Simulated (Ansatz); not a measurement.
## ZrO2: energy along a strain

ZrO2, P4_2/nmc, a = 3.621 Å, c = 5.282 Å. This isn't the usual stable structure of the compound. Ansatz: PBE, PAW, 420 eV, Γ-centred 6×6×4 mesh on 6 atoms, Gaussian smearing 0.05 eV; no spin polarisation. Cell vectors (Å): 3.621 0.000 0.000; 0.000 3.621 0.000; 0.000 0.000 5.282. The cell is strained by x per cent times the pattern (1 0 0 0 0 0) in the order xx yy zz yz xz xy (engineering shears), with fractional coordinates held. y is the free energy over the start, V0 = 11.544 Å³/atom.

| x (%) | y (meV/atom) |
| --- | --- |
| -2.00 | ? |
| -1.50 | 3.57 |
| -1.00 | 1.60 |
| -0.50 | 0.39 |
| 0.00 | 0.00 |
| 0.50 | 0.40 |
| 1.00 | 1.49 |
| 1.50 | 3.27 |
| 1.75 | 4.40 |
| 2.00 | 5.72 |

Fit y = c2 x² + c3 x³ to the other rows, get the stiffness along the pattern, and predict the missing energy.

Least squares on the rows shown. y = 1.523 x² − 0.04678 x³. The clamped-ion stiffness p·C·p = 2 × 15.23 eV × 160.2 / 11.544 Å³ = 423 GPa, which is C11 in these axes. At x = -2.00 the fit asked for gives 6.47 meV/atom. The run gave 6.36 meV/atom, so the fit is 0.11 meV/atom too high, a small miss on the scale of the series.